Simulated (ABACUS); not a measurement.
**Rh under changes of volume**

One of the cells (13.671 Å³/atom); the others are scaled copies at fixed shape and fractional positions:

```xyz
1
Lattice="0.0000 1.8979 1.8979 1.8979 0.0000 1.8979 1.8979 1.8979 0.0000" Properties=species:S:1:pos:R:3 pbc="T T T"
Rh    0.0000    0.0000    0.0000
```

```yaml
Program: ABACUS 3.10.1
Functional: PBEsol
Potentials_or_basis: PseudoDojo NC SR 0.4.1 PBEsol standard
Cutoff: 1211 eV
Density_cutoff: 4844 eV
Basis: plane waves
k_mesh: 12 × 12 × 12
Occupations: fermi-dirac, width 0.05 eV
Spin: no spin polarisation
```

```csv
volume (Å³/atom),energy over the lowest point (meV/atom),pressure (GPa)
12.851,32.43,16.9
13.125,10.09,9.3
13.398,0.00,2.6
13.671,0.74,-3.4
13.945,?,?
14.218,29.82,-13.2
14.492,56.03,-17.3
```

Problem. What does the run at 13.945 Å³/atom give?

Solution. Energy over the lowest point 11.06 meV/atom; pressure -8.6 GPa.

Worked out: A Birch-Murnaghan fit of order 3 (a polynomial in V^(-2/3)) to the other rows has its minimum at 13.51 Å³/atom with B0 = V·E''(V) = 297 GPa and B' = 5.2. It gives 11.08 meV/atom at 13.945 Å³/atom, against the run's 11.06, and -dE/dV = -8.6 GPa, against -8.6.

Energies are extrapolated to zero smearing.
